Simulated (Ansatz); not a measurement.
# Rh (Fm-3m) in Ansatz: further runs

Runs on Rh. Level: r2SCAN. Tasks: single point, equation of state.

All numbers are computed with Ansatz 0.2.0; they aren't measurements. Logs are shortened: lines on timing, memory, paths and dates and some standing lists are left out, and cuts for length are marked.

**The experiment to reproduce.**

“Thermal equation of state of rhodium characterized by XRD in a resistively heated diamond anvil cell”, 2024, pmc:11535440 quotes, for a bulk crystal of Rh: bulk modulus 264 ± 1 GPa.

How close the calculation comes is told below.

**1. Starting point**

Symmetry: Fm-3m, No. 225, cubic system. Conventional cell: a = 3.796 Å, b = 3.796 Å, c = 3.796 Å, α = 90.00°, β = 90.00°, γ = 90.00°. Rh (site symmetry m-3m) is surrounded by 12 Rh at 2.68 Å.

**2. Single point, r2SCAN, 12.85 Å³/atom (volume scaled by 0.94)**

File input.yaml:

```yaml
crystal:
  lattice:
    - [0.0, 1.8591074964, 1.8591074964]
    - [1.8591074964, 0.0, 1.8591074964]
    - [1.8591074964, 1.8591074964, 0.0]
  atoms:
    - { symbol: Rh, position: [0.0, 0.0, 0.0] }
hamiltonian:
  xc: r2scan
  pseudopotentials: { kind: paw }
kpoints:
  mp_grid: { grid: [12, 12, 12] }
scf:
  occupations: { method: fermi_dirac, width: 0.05 }
output:
  forces: true
  stress: true
  eigenvalues: true
```

Potentials or basis: Ansatz PAW.

Launch:

```console
$ ansatz run input.yaml --threads 2 --pin off --max-ram 5632MiB --backend cpu --events-out ev --progress --plain --runs-dir out
```

What it wrote:

```text
Warning: RAYON_NUM_THREADS=2 ignored (pool sized by the plan → 2); use --threads N
Engine: ansatz 0.2.0, aarch64-unknown-linux-gnu
Pseudopotentials: kind: paw
Pseudopotential: Rh, paw, valence charge 17, recommended cutoff 500 eV (meta_gga), Rh.paw.azcp
Functional definition: r2SCAN
  parameter k0 = 0.174
  parameter k1 = 0.065
  parameter a1 = 4.9479
  exchange = r2scan_x(k0 = k0, k1 = k1, a1 = a1)
  correlation = r2scan_c
Crystal: 1 atoms, lattice volume = 12.851 Å³
Basis set: ecut = 500 eV, 331 PW (Γ), exchange–correlation on 80×80×80 points (64 copies of the dense FFT grid, shifted against one another)
Bands: 13, of which v1, the nominal top of the filled ones, is band 9 counted from 1 (8 counted from 0)
Symmetry: 48 space group operations
Space group: Fm-3m (ITA 225), of the structure as read, at distance tolerance 2.3e-5 Å
k-points: 72 of 1728
Non-local potential: Rh, projectors of the file, l = 0: 3, l = 1: 2, l = 2: 2, l = 3: 1
PAW form: soft (Blöchl's): semilocal exchange-correlation on the pseudo side does not see the compensation charge
PAW frozen core: Rh, regenerated for the run's functional (the file was generated under x = pbe(κ = 0.804, μ = 0.2195149727645171), c = pbe(β = 0.06672455060314922))
PAW one-centre angular grid: Rh, 590 points (default); XC on 160 Gauss nodes
Initial density: superposition of atomic densities (neutral atoms: chi_scale 0, normalization atom), corrected by the library's trained network
Initial wavefunctions: pseudopotential atomic-orbital guess
Functional: x = r2scan, c = r2scan; τ floored in thin density (d = 2e-4 eV/Å³)
SCF iter   1: F=—  HF=-6415.210826 eV  |F-HF|=—  |Δ(HF+E_count)|=         —  Δρ=1.01e-2  dr2=3.33e-3  dr2_τ=1.25e-2  ethr=1.77e-3  ⟨swp⟩=5.6  Hψ=5335  notcnv=0
preconditioner: auto → none  [metal: Δε(μ)=0.099 eV  Ē_g=15.427 eV  σ=0.050 eV  W_gap=0.42  n_scr=0 (ndim 8)  ℏωp=31.1 eV  f_vac=0.000  D(μ)=0.84/eV (n_scr^D=14)]
SCF iter   2: F=—  HF=-6415.223966 eV  |F-HF|=—  |Δ(HF+E_count)|=   1.31e-2  Δρ=5.26e-3  dr2=1.24e-3  dr2_τ=1.35e-4  ethr=1.96e-5  ⟨swp⟩=2.0  Hψ=2162  notcnv=0
SCF iter   3: F=—  HF=-6415.224370 eV  |F-HF|=—  |Δ(HF+E_count)|=   4.04e-4  Δρ=2.45e-3  dr2=6.39e-4  dr2_τ=7.82e-5  ethr=7.32e-6  ⟨swp⟩=2.4  Hψ=1620  notcnv=0
SCF iter   4: F=—  HF=-6415.224170 eV  |F-HF|=—  |Δ(HF+E_count)|=   2.00e-4  Δρ=3.66e-4  dr2=1.12e-5  dr2_τ=2.77e-6  ethr=3.76e-6  ⟨swp⟩=2.4  Hψ=1382  notcnv=0
SCF iter   5: F=—  HF=-6415.224171 eV  |F-HF|=—  |Δ(HF+E_count)|=   4.90e-7  Δρ=7.05e-5  dr2=1.45e-7  dr2_τ=7.66e-8  ethr=6.59e-8  ⟨swp⟩=2.2  Hψ=1284  notcnv=0
SCF iter   6: F=-6415.224171 eV  HF=-6415.224171 eV  |F-HF|=2.08e-9  |Δ(HF+E_count)|=   4.88e-7  Δρ=9.50e-6  dr2=2.80e-9  dr2_τ=6.27e-9  ethr=5.88e-10  ⟨swp⟩=6.1  Hψ=4610  notcnv=0
SCF 1 converged in 6 iterations: F = -6415.224171 eV  dr2 = 2.80e-9
SCF converged after 6 iterations
Free energy (F): -6415.224171 eV
Harris-Foulkes:  -6415.224171 eV  (|F-HF|=2.08e-9)
Internal energy: -6415.216830 eV  (E = F + TS)
E sigma→0 (E₀):  -6415.220501 eV
Entropy (-TS):   -0.007341 eV (-7.341 meV/atom)
Fermi energy:    24.229755 eV
--- Per-component energies (eV) ---
  E_band       = -73.283598
  E_kinetic    = 575.644245
  E_local      = -1480.755363  (includes V_loc(G=0)·N_el)
  E_nonlocal   = 355.262312
  E_hartree    = 522.814754
  E_xc         = -217.812960
  E_vxc        = -315.627402  (∫ρ·V_xc dr)
  E_paw        = -3604.267644  (= ΣΔE_a)
  E_vpaw       = -274.766855  (= ΣTr[D̂ρ^β])
  E_aug_tail   = 0.000576  (compensation charges beyond the density's cutoff)
  E_vtau       = 21.328843  (kinetic-family band-sum trace: ∫τ·v_τ [+ j·A + Jᵃ·Aᵃ] dr)
  E_ewald      = -2565.732790
  E_core_change = -0.369959  (= ΣΔE_core)
  E_smearing   = -0.007341  (= −TS)
  E_closure    = -0.000000  (closes the sum)
  Σ components = -6415.224171   (vs F -6415.224171, Δ=0.00e0)
--- Forces (eV/Å), atoms counted from 1 ---
  atom   1  Rh    -0.00000000    -0.00000000    -0.00000000
  max |Σ_I F_I| component: 1.27e-31 eV/Å
--- Stress (GPa, compression-positive) ---
       21.612170       0.000000       0.000000
        0.000000      21.612170      -0.000000
       -0.000000       0.000000      21.612170
  P = ⅓ Tr σ = 21.6122 GPa (216.122 kbar)
--- Band table (eV; the first three rows and the last of 72) ---
  k-point 0: bands = ["-57.1825", "-23.7135", "-23.7135", "-23.7135", "15.5470", "20.6790", "20.6790", "20.6790", "23.0158", "23.0158", "40.5956", "46.5991", "46.5991"]
  k-point 1: bands = ["-57.1716", "-23.7814", "-23.7225", "-23.7225", "15.8547", "20.5416", "20.8001", "20.8001", "22.9493", "22.9493", "41.0540", "45.2524", "47.0626"]
  k-point 2: bands = ["-57.1417", "-23.9648", "-23.7469", "-23.7469", "16.6572", "20.3097", "21.0410", "21.0410", "22.8959", "22.8959", "42.1038", "42.8770", "48.3673"]
  k-point 71: bands = ["-56.9638", "-24.3537", "-24.3537", "-24.0801", "18.4432", "19.8713", "19.8713", "22.7662", "25.3761", "34.8758", "34.8758", "36.7553", "38.1570"]
```

Run time: 0.89 s. Hardware: 2 threads of Arm Neoverse V2, shared host; peak memory 0.29 GiB.

What came out:

| Quantity | Value |
| --- | --- |
| Free energy | -6415.2242 eV |
| Pressure | 21.6 GPa |
| Band gap on the k mesh | none (metal or under the smearing width) |

Caveat: the PAW data sets come from PBE, with cores solved anew for the run's functional, which leaves a small shift of forces and pressure.

**3. Single point, r2SCAN, 13.12 Å³/atom (volume scaled by 0.96)**

Changes to input.yaml since step 2:

```diff
@@ -2,5 +2,5 @@
   lattice:
-    - [0.0, 1.8591074964, 1.8591074964]
-    - [1.8591074964, 0.0, 1.8591074964]
-    - [1.8591074964, 1.8591074964, 0.0]
+    - [0.0, 1.8722002341, 1.8722002341]
+    - [1.8722002341, 0.0, 1.8722002341]
+    - [1.8722002341, 1.8722002341, 0.0]
   atoms:
```

Potentials or basis: Ansatz PAW.

Launch:

```console
$ ansatz run input.yaml --threads 2 --pin off --max-ram 5632MiB --backend cpu --events-out ev --progress --plain --runs-dir out
```

Run time: 0.92 s. Hardware: 2 threads of Arm Neoverse V2, shared host; peak memory 0.29 GiB.

The run converged. Its results:

- Free energy: -6415.2543 eV
- Pressure: 13.8 GPa
- Band gap on the k mesh: none (metal or under the smearing width)

Caveat: the PAW data sets come from PBE, with cores solved anew for the run's functional, which leaves a small shift of forces and pressure.

**4. Single point, r2SCAN, 13.40 Å³/atom (volume scaled by 0.98)**

Changes to input.yaml since step 3:

```diff
@@ -2,5 +2,5 @@
   lattice:
-    - [0.0, 1.8722002341, 1.8722002341]
-    - [1.8722002341, 0.0, 1.8722002341]
-    - [1.8722002341, 1.8722002341, 0.0]
+    - [0.0, 1.8851123679, 1.8851123679]
+    - [1.8851123679, 0.0, 1.8851123679]
+    - [1.8851123679, 1.8851123679, 0.0]
   atoms:
```

Launch:

```console
$ ansatz run input.yaml --threads 2 --pin off --max-ram 5632MiB --backend cpu --events-out ev --progress --plain --runs-dir out
```

Wall time 0.9 s (2 threads of Arm Neoverse V2, shared host); peak memory 0.29 GiB.

Results (log left out):

```
Free energy            : -6415.2718 eV
Pressure               : 6.9 GPa
Band gap on the k mesh : none (metal or under the smearing width)
```

Caveat: the PAW data sets come from PBE, with cores solved anew for the run's functional, which leaves a small shift of forces and pressure.

**5. Single point, r2SCAN, 13.67 Å³/atom**

Changes to input.yaml since step 4:

```diff
@@ -2,5 +2,5 @@
   lattice:
-    - [0.0, 1.8851123679, 1.8851123679]
-    - [1.8851123679, 0.0, 1.8851123679]
-    - [1.8851123679, 1.8851123679, 0.0]
+    - [0.0, 1.89785, 1.89785]
+    - [1.89785, 0.0, 1.89785]
+    - [1.89785, 1.89785, 0.0]
   atoms:
```

Launch:

```console
$ ansatz run input.yaml --threads 2 --pin off --max-ram 5632MiB --backend cpu --events-out ev --progress --plain --runs-dir out
```

It took 0.91 s on 2 threads of Arm Neoverse V2, shared host; peak memory 0.29 GiB.

Results (log left out):

```
Free energy            : -6415.2783 eV
Pressure               : 0.8 GPa
Band gap on the k mesh : none (metal or under the smearing width)
```

Caveat: the PAW data sets come from PBE, with cores solved anew for the run's functional, which leaves a small shift of forces and pressure.

**6. Single point, r2SCAN, 13.94 Å³/atom (volume scaled by 1.02)**

Changes to input.yaml since step 5:

```diff
@@ -2,5 +2,5 @@
   lattice:
-    - [0.0, 1.89785, 1.89785]
-    - [1.89785, 0.0, 1.89785]
-    - [1.89785, 1.89785, 0.0]
+    - [0.0, 1.9104189093, 1.9104189093]
+    - [1.9104189093, 0.0, 1.9104189093]
+    - [1.9104189093, 1.9104189093, 0.0]
   atoms:
```

Potentials or basis: Ansatz PAW.

Launch:

```console
$ ansatz run input.yaml --threads 2 --pin off --max-ram 5632MiB --backend cpu --events-out ev --progress --plain --runs-dir out
```

It took 1.1 s on 2 threads of Arm Neoverse V2, shared host; peak memory 0.29 GiB.

The run converged. Its results:

```yaml
Free_energy: -6415.2750 eV
Pressure: -4.6 GPa
Band_gap_on_the_k_mesh: none (metal or under the smearing width)
```

Caveat: the PAW data sets come from PBE, with cores solved anew for the run's functional, which leaves a small shift of forces and pressure.

**7. Single point, r2SCAN, 14.22 Å³/atom (volume scaled by 1.04)**

Changes to input.yaml since step 6:

```diff
@@ -2,5 +2,5 @@
   lattice:
-    - [0.0, 1.9104189093, 1.9104189093]
-    - [1.9104189093, 0.0, 1.9104189093]
-    - [1.9104189093, 1.9104189093, 0.0]
+    - [0.0, 1.9228245745, 1.9228245745]
+    - [1.9228245745, 0.0, 1.9228245745]
+    - [1.9228245745, 1.9228245745, 0.0]
   atoms:
```

Launch:

```console
$ ansatz run input.yaml --threads 2 --pin off --max-ram 5632MiB --backend cpu --events-out ev --progress --plain --runs-dir out
```

Wall time 1.1 s (2 threads of Arm Neoverse V2, shared host); peak memory 0.29 GiB.

Results (log left out):

| Quantity | Value |
| --- | --- |
| Free energy | -6415.2630 eV |
| Pressure | -9.4 GPa |
| Band gap on the k mesh | none (metal or under the smearing width) |

Caveat: the PAW data sets come from PBE, with cores solved anew for the run's functional, which leaves a small shift of forces and pressure.

**8. Single point, r2SCAN, 14.49 Å³/atom (volume scaled by 1.06)**

File input.yaml:

```yaml
crystal:
  lattice:
    - [0.0, 1.935072195, 1.935072195]
    - [1.935072195, 0.0, 1.935072195]
    - [1.935072195, 1.935072195, 0.0]
  atoms:
    - { symbol: Rh, position: [0.0, 0.0, 0.0] }
hamiltonian:
  xc: r2scan
  pseudopotentials: { kind: paw }
kpoints:
  mp_grid: { grid: [12, 12, 12] }
scf:
  occupations: { method: fermi_dirac, width: 0.05 }
output:
  forces: true
  stress: true
  eigenvalues: true
  write_density: true
  write_potential: true
  elf: true
  volumetric_format: npy
```

Launch:

```console
$ ansatz run input.yaml --threads 2 --pin off --max-ram 5632MiB --backend cpu --events-out ev --progress --plain --runs-dir out
```

It took 1.4 s on 2 threads of Arm Neoverse V2, shared host; peak memory 0.3 GiB.

The run converged. Its results:

| Property | Result |
| --- | --- |
| Free energy | -6415.2434 eV |
| Pressure | -13.5 GPa |
| Band gap on the k mesh | none (metal or under the smearing width) |

Caveat: the PAW data sets come from PBE, with cores solved anew for the run's functional, which leaves a small shift of forces and pressure.

**9. Equation of state, r2SCAN**

Potentials or basis: Ansatz PAW.

No new run: the results of the series are fitted here.

Results:

- Equilibrium volume: 13.71 Å³/atom
- Bulk modulus: 282 GPa
- Pressure derivative of the bulk modulus: 5.2

Energy against volume, from the lowest point:
| volume (Å³/atom) | energy (meV/atom) |
| --- | --- |
| 12.851 | 54.12 |
| 13.125 | 24.03 |
| 13.398 | 6.47 |
| 13.671 | 0.00 |
| 13.945 | 3.33 |
| 14.218 | 15.32 |
| 14.492 | 34.94 |

Caveat: the PAW data sets were made with another functional, which shifts forces and pressure a little.

**10. How close it comes**

Step 9. Against the measured bulk modulus of Rh, 264 GPa (quoted in “Thermal equation of state of rhodium characterized by XRD in a resistively heated diamond anvil cell”, 2024, pmc:11535440), the calculated 282 GPa is off by +7.0 %. The fit is for a static lattice scaled at fixed shape and fixed fractional positions.
